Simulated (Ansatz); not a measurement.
# Dielectric response of RbCl (001) films, part 4 of 5

How well do thin rocksalt RbCl (001) films screen a perpendicular field?

Ansatz 0.2.0; plane-wave DFT, LDA, Ansatz PAW (set soft_1); PAW set soft_1 (the session's first sound run).

So far. Step 16 (Field on, atoms free, 10 atoms, units 5, field -0.05 …): The dipole is -0.0783 e·Å, and the gap on the mesh 4.544 eV. Step 17 (Response with the atoms relaxed, 10 atoms, units 5): The induced dipole is that of a conductor 13.09 Å thick.

## 18. Relaxation, 16 atoms, units 8

This step: plane-wave DFT, LDA, Ansatz PAW (set soft_1); PAW set soft_1 (Ansatz 0.2.0).

System of this step: RbCl (001), 8 units. The cell holds 16 atoms: 8 Rb and 8 Cl. Cell: a = 4.653 Å, b = 4.653 Å, c = 41.030 Å, α = 90.0°, β = 90.0°, γ = 90.0°. It derives from RbCl (rocksalt RbCl). Vacuum lies along c.

The next thickness, treated alike, so that differences show the interior and the faces cancel.

Contents of input.yaml:

```yaml
crystal:
  lattice:
    - [4.65276262, 0.0, 0.0]
    - [0.0, 4.65276262, 0.0]
    - [0.0, 0.0, 41.03]
  atoms:
    - { symbol: Rb, position: [0.5, 0.5, 0.2193516939] }
    - { symbol: Cl, position: [0.0, 0.0, 0.2193516939] }
    - { symbol: Rb, position: [0.0, 0.0, 0.2995369242] }
    - { symbol: Cl, position: [0.5, 0.5, 0.2995369242] }
    - { symbol: Rb, position: [0.5, 0.5, 0.3797221545] }
    - { symbol: Cl, position: [0.0, 0.0, 0.3797221545] }
    - { symbol: Rb, position: [0.0, 0.0, 0.4599073848] }
    - { symbol: Cl, position: [0.5, 0.5, 0.4599073848] }
    - { symbol: Rb, position: [0.5, 0.5, 0.5400926152] }
    - { symbol: Cl, position: [0.0, 0.0, 0.5400926152] }
    - { symbol: Rb, position: [0.0, 0.0, 0.6202778455] }
    - { symbol: Cl, position: [0.5, 0.5, 0.6202778455] }
    - { symbol: Rb, position: [0.5, 0.5, 0.7004630758] }
    - { symbol: Cl, position: [0.0, 0.0, 0.7004630758] }
    - { symbol: Rb, position: [0.0, 0.0, 0.7806483061] }
    - { symbol: Cl, position: [0.5, 0.5, 0.7806483061] }
kpoints:
  mp_grid: { grid: [6, 6, 1] }
hamiltonian:
  xc: lda
  pseudopotentials: { kind: paw, azcp: { folder: soft_1 }, xc_functional: pbe }
scf:
  occupations: { method: fixed }
  convergence: { dr2_threshold: 1.0e-09 }
efield:
  axis: 3
  dipole_correction: true
  ramp_position: 0.97
  ramp_width: 0.06
relax:
  f_tol: 0.003
  max_steps: 100
output:
  write_potential: true
  write_density: true
  volumetric_format: npy
```

Run with:

```
$ ansatz run input.yaml --threads 4 --pin off --max-ram 8192MiB --backend cpu --events-out ev --progress --plain --runs-dir out
```

Numbers of over 12 decimals in the logs are rounded to 6 here.

Log:

```text
[...]
Crystal: 16 atoms, lattice volume = 888.226 Å³
Basis set: ecut = 420 eV, 17297 PW (Γ)
Bands: 80, of which v1, the nominal top of the filled ones, is band 64 counted from 1 (63 counted from 0)
Symmetry: 8 space group operations
k-points: 10 of 36
[...]
- { symbol: Rb, position: [0.5, 0.5, 0.538601] }
    - { symbol: Cl, position: [0, 0.0, 0.538626] }
    - { symbol: Rb, position: [0, 0.0, 0.615835] }
    - { symbol: Cl, position: [0.5, 0.5, 0.615762] }
    - { symbol: Rb, position: [0.5, 0.5, 0.692981] }
    - { symbol: Cl, position: [0, 0.0, 0.693116] }
    - { symbol: Rb, position: [0, 0.0, 0.769448] }
    - { symbol: Cl, position: [0.5, 0.5, 0.769694] }
[key lines of the parts left out:]
SCF converged after 6 iterations
Free energy (F): -33749.527264 eV
Fermi energy:    -1.716209 eV
Dipole field:    D = 0.000000 V/Å  (p = 0.000002 e·Å, saw-weighted, corrected)
Work function:   Φ+ = 6.2822 eV   Φ− = 6.2823 eV
```

Elapsed: 95 s, on 4 threads of Arm Neoverse V1, shared host; peak memory 1.7 GiB.

The steps of the relaxation:

```
step  energy less that of the first step (eV)  largest force component (eV/Å)
   1                                   0.0000                          0.1535
   2                                  -0.0716                          0.0828
   3                                  -0.1090                          0.0423
   4                                  -0.1152                          0.0318
   5                                  -0.1163                          0.0089
   6                                  -0.1163                          0.0030
```

Forces are held to the 8 operations that the run works with; a distortion that breaks them can't arise in this run.

The atoms that moved most (Å):

```
atom     dx     dy      dz  length
Rb15  0.000  0.000  -0.460   0.460
 Rb1  0.000  0.000   0.460   0.460
Cl16  0.000  0.000  -0.449   0.449
 Cl2  0.000  0.000   0.449   0.449
 Rb3  0.000  0.000   0.307   0.307
Rb13  0.000  0.000  -0.307   0.307
Cl14  0.000  0.000  -0.301   0.301
 Cl4  0.000  0.000   0.301   0.301
```

The electron's electrostatic potential energy less the highest filled level oscillates, so the rows of the table below give means over windows of 3.13 Å about each position, cut where the curve ends. Its maxima inside the range that stand out by 2 % of the span (Å: eV): 12.5: 0.709, 15.8: 0.699, 18.9: 0.704, 22.1: 0.704, 25.2: 0.699, 28.5: 0.709. Its minima: 11.0: 0.0372, 14.2: 0.148, 17.4: 0.146, 20.5: 0.147, 23.6: 0.146, 26.8: 0.148, 30.1: 0.0371.

Running mean over 3.29 Å of the planar mean; the ramp of the sawtooth is left out. The electron's electrostatic potential energy less the highest filled level by z; means over each step:

```
z (Å)  electron's electrostatic potential energy less the highest filled level (eV)
 5.13                                                                          6.27
 8.26                                                                          2.70
11.39                                                                         0.469
14.52                                                                         0.501
17.65                                                                         0.503
20.78                                                                         0.505
23.91                                                                         0.502
27.04                                                                         0.502
30.17                                                                         0.471
33.30                                                                          3.62
36.43                                                                          6.28
```

The relaxation took 6 steps and lowered the energy by 0.12 eV; the largest force on the free atoms ends at 0.0030 eV/Å.

The gap is 4.59 eV, with the valence edge 6.28 eV and the conduction edge 1.69 eV under the upper vacuum level.

## 19. Side by side

Times are for 4 threads of Arm Neoverse V1, shared host. The series side by side:

```
no.  units  gap by band count (eV)  ionisation energy, upper face (eV)  electron affinity, upper face (eV)  time  memory (GiB)
  1      3                   4.630                               6.257                               1.627  13 s           0.7
  2      5                   4.621                               6.282                               1.662  32 s           1.0
  3      8                   4.592                               6.282                               1.690  95 s           1.7
```

The runs together. Table of valence density, planar mean by z:

```
z (Å)  3 (e/Å³)  5 (e/Å³)  8 (e/Å³)
  5.5    2.9e-5    2.1e-5    1.2e-5
  6.0    1.2e-4    8.7e-5    5.1e-5
  6.5    5.4e-4    3.8e-4    2.2e-4
  7.0   0.00244   0.00170    9.6e-4
  7.5    0.0118   0.00796   0.00447
  8.0    0.0641    0.0427    0.0233
  8.5     0.281     0.209     0.123
  9.0     0.478     0.456     0.390
  9.5     0.435     0.465     0.483
 10.0     0.166     0.233     0.343
 10.5    0.0401    0.0545    0.0937
 11.0    0.0467    0.0378    0.0334
 11.5     0.198     0.143    0.0820
 12.0     0.455     0.411     0.313
 12.5     0.470     0.481     0.480
 13.0     0.244     0.316     0.415
 13.5    0.0568    0.0820     0.142
 14.0    0.0356    0.0316    0.0369
 14.5     0.131    0.0849    0.0501
 15.0     0.404     0.322     0.214
 15.5     0.482     0.482     0.457
 16.0     0.330     0.406     0.465
 16.5    0.0831     0.138     0.228
 17.0    0.0157    0.0361    0.0539
 17.5   0.00310    0.0513    0.0352
 18.0    6.8e-4     0.221     0.134
 18.5    1.6e-4     0.460     0.400
 19.0    3.7e-5     0.461     0.482
 19.5    8.8e-6     0.221     0.328
 20.0    2.2e-6    0.0526    0.0871
 20.5    5.0e-7    0.0378    0.0310
 21.0         0     0.151    0.0801
 21.5         0     0.417     0.310
 22.0         0     0.479     0.481
 22.5         0     0.303     0.415
 23.0         0    0.0727     0.145
 23.5         0    0.0136    0.0364
 24.0         0   0.00280    0.0497
```

## 20. The relaxed film, single point, 16 atoms, units 8

The next thickness, treated alike, so that differences show the interior and the faces cancel.

Contents of input.yaml:

```yaml
crystal:
  lattice:
    - [4.65276262, 0.0, 0.0]
    - [0.0, 4.65276262, 0.0]
    - [0.0, 0.0, 41.03]
  atoms:
    - { symbol: Rb, position: [0.5, 0.5, 0.2305516815] }
    - { symbol: Cl, position: [0.0, 0.0, 0.230306118] }
    - { symbol: Rb, position: [0.0, 0.0, 0.3070191464] }
    - { symbol: Cl, position: [0.5, 0.5, 0.306884455] }
    - { symbol: Rb, position: [0.5, 0.5, 0.384165507] }
    - { symbol: Cl, position: [0.0, 0.0, 0.3842382742] }
    - { symbol: Rb, position: [0.0, 0.0, 0.4613992195] }
    - { symbol: Cl, position: [0.5, 0.5, 0.4613739148] }
    - { symbol: Rb, position: [0.5, 0.5, 0.5386008041] }
    - { symbol: Cl, position: [0.0, 0.0, 0.5386260666] }
    - { symbol: Rb, position: [0.0, 0.0, 0.6158345129] }
    - { symbol: Cl, position: [0.5, 0.5, 0.6157617069] }
    - { symbol: Rb, position: [0.5, 0.5, 0.6929808655] }
    - { symbol: Cl, position: [0.0, 0.0, 0.6931155329] }
    - { symbol: Rb, position: [0.0, 0.0, 0.7694483167] }
    - { symbol: Cl, position: [0.5, 0.5, 0.769693878] }
kpoints:
  mp_grid: { grid: [6, 6, 1] }
hamiltonian:
  xc: lda
  pseudopotentials: { kind: paw, azcp: { folder: soft_1 }, xc_functional: pbe }
scf:
  occupations: { method: fixed }
  convergence: { dr2_threshold: 1.0e-09 }
efield:
  axis: 3
  dipole_correction: true
  ramp_position: 0.97
  ramp_width: 0.06
output:
  eigenvalues: true
  dos: { projected: true, e_range: [-7, 7] }
  write_potential: true
  write_density: true
  volumetric_format: npy
checkpoint:
  write: end8.run
  compress: false
  write_wavefunctions: false
```

Log:

```text
[...]
Crystal: 16 atoms, lattice volume = 888.226 Å³
Basis set: ecut = 420 eV, 17297 PW (Γ)
Bands: 80, of which v1, the nominal top of the filled ones, is band 64 counted from 1 (63 counted from 0)
Symmetry: 8 space group operations
k-points: 10 of 36
[...]
k-point 1: bands = [... 60 lower, -1.8284, -1.7922, -1.7922, -1.7890, 3.3083, 3.4178, 3.6625, 3.9969, ... 12 higher]
  k-point 2: bands = [... 60 lower, -1.9376, -1.9376, -1.8415, -1.8231, 4.2322, 4.2613, 4.5130, 4.7911, ... 12 higher]
  k-point 9: bands = [... 60 lower, -1.8814, -1.8814, -1.7703, -1.7703, 4.1028, 4.1028, 4.3624, 4.3624, ... 12 higher]
[key lines of the parts left out:]
SCF converged after 10 iterations
Free energy (F): -33749.527264 eV
Fermi energy:    -1.716211 eV
Dipole field:    D = 0.000000 V/Å  (p = 0.000002 e·Å, saw-weighted, corrected)
Work function:   Φ+ = 6.2822 eV   Φ− = 6.2823 eV
```

It took 28 s on 4 threads; peak memory 1.8 GiB; 1.8 min of CPU time.

The electron's electrostatic potential energy less the highest filled level oscillates, so the rows of the table below give means over windows of 3.13 Å about each position, cut where the curve ends. Its maxima inside the range that stand out by 2 % of the span (Å: eV): 12.5: 0.709, 15.8: 0.699, 18.9: 0.704, 22.1: 0.704, 25.2: 0.699, 28.5: 0.709. Its minima: 11.0: 0.0372, 14.2: 0.148, 17.4: 0.146, 20.5: 0.147, 23.6: 0.146, 26.8: 0.148, 30.1: 0.0371.

Running mean over 3.29 Å of the planar mean; the ramp of the sawtooth is left out. Table of electron's electrostatic potential energy less the highest filled level by z; means over each step:

z (Å), electron's electrostatic potential energy less the highest filled level (eV) and a bar:
```
     5.13       6.27 ##############################
     8.26       2.70 ############
    11.39       0.47 
    14.52       0.50 
    17.65       0.50 
    20.78       0.50 
    23.91       0.50 
    27.04       0.50 
    30.17       0.47 
    33.30       3.62 ################
    36.43       6.28 ##############################
```

The gap is 4.59 eV, with the valence edge 6.28 eV and the conduction edge 1.69 eV under the upper vacuum level.

## 21. Atoms held, 16 atoms, units 8, field 0.05 V/Å

Changes to input.yaml since step 20:

```diff
@@ -29,3 +29,3 @@
   occupations: { method: fixed }
-  convergence: { dr2_threshold: 1.0e-09 }
+  convergence: { dr2_threshold: 1.0e-10 }
 efield:
@@ -35,5 +35,4 @@
   ramp_width: 0.06
+  amplitude: 0.05
 output:
-  eigenvalues: true
-  dos: { projected: true, e_range: [-7, 7] }
   write_potential: true
@@ -41,5 +40 @@
   volumetric_format: npy
-checkpoint:
-  write: end8.run
-  compress: false
-  write_wavefunctions: false
```

Log:

```text
[...]
Crystal: 16 atoms, lattice volume = 888.226 Å³
Basis set: ecut = 420 eV, 17297 PW (Γ)
Bands: 80, of which v1, the nominal top of the filled ones, is band 64 counted from 1 (63 counted from 0)
Symmetry: 8 space group operations
k-points: 10 of 36
[...]
k-point 0: bands = [... 60 lower, -1.7618, -1.6268, -1.4948, -1.4948, 2.7705, 3.0532, 3.3176, 3.6598, ... 12 higher]
  k-point 1: bands = [... 60 lower, -1.8392, -1.6755, -1.6165, -1.5704, 3.1671, 3.4654, 3.6913, 3.9994, ... 12 higher]
  k-point 2: bands = [... 60 lower, -1.9616, -1.8692, -1.7152, -1.6290, 3.9896, 4.4158, 4.5395, 4.7895, ... 12 higher]
  k-point 9: bands = [... 60 lower, -1.8901, -1.6669, -1.6669, -1.5647, 4.0622, 4.0622, 4.3700, 4.3700, ... 12 higher]
[key lines of the parts left out:]
SCF converged after 11 iterations
Free energy (F): -33749.529544 eV
Fermi energy:    -1.494837 eV
Dipole field:    D = 0.018574 V/Å  (p = 0.091174 e·Å, saw-weighted, corrected)
```

The job ended after 28 s (4 threads; peak memory 1.8 GiB).

The dipole is 0.0912 e·Å, and the gap on the mesh 4.265 eV.

## 22. Atoms held, 16 atoms, units 8, field -0.05 V/Å

Changes to input.yaml since step 21:

```diff
@@ -35,3 +35,3 @@
   ramp_width: 0.06
-  amplitude: 0.05
+  amplitude: -0.05
 output:
```

Log:

```text
[...]
Crystal: 16 atoms, lattice volume = 888.226 Å³
Basis set: ecut = 420 eV, 17297 PW (Γ)
Bands: 80, of which v1, the nominal top of the filled ones, is band 64 counted from 1 (63 counted from 0)
Symmetry: 8 space group operations
k-points: 10 of 36
[...]
k-point 0: bands = [... 60 lower, -1.7618, -1.6268, -1.4948, -1.4948, 2.7705, 3.0532, 3.3176, 3.6598, ... 12 higher]
  k-point 1: bands = [... 60 lower, -1.8392, -1.6755, -1.6165, -1.5704, 3.1671, 3.4654, 3.6913, 3.9994, ... 12 higher]
  k-point 2: bands = [... 60 lower, -1.9616, -1.8692, -1.7152, -1.6290, 3.9896, 4.4158, 4.5395, 4.7895, ... 12 higher]
  k-point 9: bands = [... 60 lower, -1.8901, -1.6669, -1.6669, -1.5646, 4.0622, 4.0622, 4.3700, 4.3700, ... 12 higher]
[key lines of the parts left out:]
SCF converged after 11 iterations
Free energy (F): -33749.529544 eV
Fermi energy:    -1.494822 eV
Dipole field:    D = -0.018573 V/Å  (p = -0.091170 e·Å, saw-weighted, corrected)
```

It took 28 s on 4 threads; peak memory 1.8 GiB; 1.8 min of CPU time.

The dipole is -0.0912 e·Å, and the gap on the mesh 4.265 eV.

## 23. Response with the atoms held, 16 atoms, units 8

This step: plane-wave DFT, LDA, Ansatz PAW (set soft_1); response to a field along the normal, atoms held; PAW set soft_1 (Ansatz 0.2.0).

Local field over the applied field, running mean. From the potentials at -0.05 and 0.05 V/Å; running mean over 3.29 Å, taken twice. The local field over applied field by z:

```
z (Å)  local field over applied field
    6                           0.943
    8                           0.665
   10                           0.422
   12                           0.398
   14                           0.405
   16                           0.404
   18                           0.404
   20                           0.405
   22                           0.404
   24                           0.405
   26                           0.405
   28                           0.402
   30                           0.398
   32                           0.509
   34                           0.822
   36                           0.989
```

The induced dipole is that of a conductor 15.24 Å thick.

## 24. Field on, atoms free, 16 atoms, units 8, field 0.05 V/Å

This step: plane-wave DFT, LDA, Ansatz PAW (set soft_1); PAW set soft_1 (Ansatz 0.2.0).

The same pair of relaxations in the field for this thickness.

Changes to input.yaml since step 22:

```diff
@@ -35,3 +35,6 @@
   ramp_width: 0.06
-  amplitude: -0.05
+  amplitude: 0.05
+relax:
+  f_tol: 0.0006
+  max_steps: 70
 output:
```

Log:

```text
[...]
Crystal: 16 atoms, lattice volume = 888.226 Å³
Basis set: ecut = 420 eV, 17297 PW (Γ)
Bands: 80, of which v1, the nominal top of the filled ones, is band 64 counted from 1 (63 counted from 0)
Symmetry: 8 space group operations
k-points: 10 of 36
[...]
- { symbol: Cl, position: [0.5, 0.5, 0.461299] }
    - { symbol: Rb, position: [0.5, 0.5, 0.538661] }
    - { symbol: Cl, position: [0, 0.0, 0.538535] }
    - { symbol: Rb, position: [0, 0.0, 0.615905] }
    - { symbol: Cl, position: [0.5, 0.5, 0.615635] }
    - { symbol: Rb, position: [0.5, 0.5, 0.693036] }
    - { symbol: Cl, position: [0, 0.0, 0.693040] }
    - { symbol: Rb, position: [0, 0.0, 0.769597] }
    - { symbol: Cl, position: [0.5, 0.5, 0.769517] }
[key lines of the parts left out:]
SCF converged after 6 iterations
Free energy (F): -33749.530327 eV
Fermi energy:    -1.600603 eV
Dipole field:    D = 0.024903 V/Å  (p = 0.122239 e·Å, saw-weighted, corrected)
```

Run time: 51 s. Hardware: 4 threads; peak memory 1.6 GiB; 3.3 min of CPU time.

The relaxation took 3 steps and lowered the energy by 7.8e-4 eV; the largest force on the free atoms ends at 3.3e-4 eV/Å.

The dipole is 0.122 e·Å, and the gap on the mesh 4.437 eV.

## 25. Relaxing in the field, 16 atoms, units 8, field -0.05 V/Å

The opposite sign, again from the field-free geometry; the difference of the two cancels what relaxes without a field.

Changes to input.yaml since step 24:

```diff
@@ -35,3 +35,3 @@
   ramp_width: 0.06
-  amplitude: 0.05
+  amplitude: -0.05
 relax:
```

Log:

```text
[...]
Crystal: 16 atoms, lattice volume = 888.226 Å³
Basis set: ecut = 420 eV, 17297 PW (Γ)
Bands: 80, of which v1, the nominal top of the filled ones, is band 64 counted from 1 (63 counted from 0)
Symmetry: 8 space group operations
k-points: 10 of 36
[...]
- { symbol: Cl, position: [0.5, 0.5, 0.461465] }
    - { symbol: Rb, position: [0.5, 0.5, 0.538491] }
    - { symbol: Cl, position: [0, 0.0, 0.538701] }
    - { symbol: Rb, position: [0, 0.0, 0.615707] }
    - { symbol: Cl, position: [0.5, 0.5, 0.615833] }
    - { symbol: Rb, position: [0.5, 0.5, 0.692926] }
    - { symbol: Cl, position: [0, 0.0, 0.693136] }
    - { symbol: Rb, position: [0, 0.0, 0.769280] }
    - { symbol: Cl, position: [0.5, 0.5, 0.769851] }
[key lines of the parts left out:]
SCF converged after 6 iterations
Free energy (F): -33749.530327 eV
Fermi energy:    -1.600605 eV
Dipole field:    D = -0.024903 V/Å  (p = -0.122239 e·Å, saw-weighted, corrected)
```

The job ended after 51 s (4 threads; peak memory 1.6 GiB; 3.3 min of CPU time).

The relaxation took 3 steps and lowered the energy by 7.8e-4 eV; the largest force on the free atoms ends at 3.3e-4 eV/Å.

The dipole is -0.122 e·Å, and the gap on the mesh 4.437 eV.

## 26. Response with the atoms relaxed, 16 atoms, units 8

This step: plane-wave DFT, LDA, Ansatz PAW (set soft_1); response to a field along the normal, atoms relaxed; PAW set soft_1 (Ansatz 0.2.0).

Local field over the applied field, running mean. From the potentials at -0.05 and 0.05 V/Å; running mean over 3.29 Å, taken twice. Table of local field over applied field by z:

z (Å), local field over applied field and a bar from the least value:
```
        6      0.961 #############################
        8      0.489 #############
       10      0.131 
       12      0.236 ####
       14      0.255 ####
       16      0.195 ##
       18      0.220 ###
       20      0.230 ###
       22      0.227 ###
       24      0.211 ###
       26      0.226 ###
       28      0.286 #####
       30      0.175 ##
       32      0.233 ####
       34      0.737 #####################
       36      0.987 ##############################
```

The induced dipole is that of a conductor 20.44 Å thick.

## 27. Electronic ε from the series

This step: plane-wave DFT, LDA, Ansatz PAW (set soft_1); permittivity from the thickness series, atoms held; PAW set soft_1 (Ansatz 0.2.0).

Each added layer adds t(1 − 1/ε) to the dipole term, so the slope against thickness gives ε without a choice of where the film ends.

This step gave:

| Item | Value |
| --- | --- |
| slope | 0.5958 |
| intercept of the fit | 2.057 Å |
| ε of the interior | 2.474 |

Table of equivalent conductor thickness by distance between the outer atoms:

```
distance between the outer atoms (Å)  equivalent conductor thickness (Å)
                                6.30                                5.81
                               12.63                                9.58
                               22.13                                15.2
```

By hand, from the thinnest and the thickest film: slope = (15.242 − 5.810) / (22.131 − 6.300) = 0.596, so ε = 1/(1 − 0.596) = 2.47.

(Part 4 of 5 ends here.)

[Logs are printed without paths, hosts, clocks, repeated set-up lines and the standing remarks that a program may print on its own settings, such as how far it seeks lower states.]

[Hosts, paths, dates, database ids (printed as entryN), source tags and the programs' standing remarks are cut or masked in the printed files.]

[Maps of the electrostatic potential energy from Ansatz leave out the sawtooth potential of an applied field or a dipole correction, so their vacuum need not be flat; planar profiles and work functions include it.]
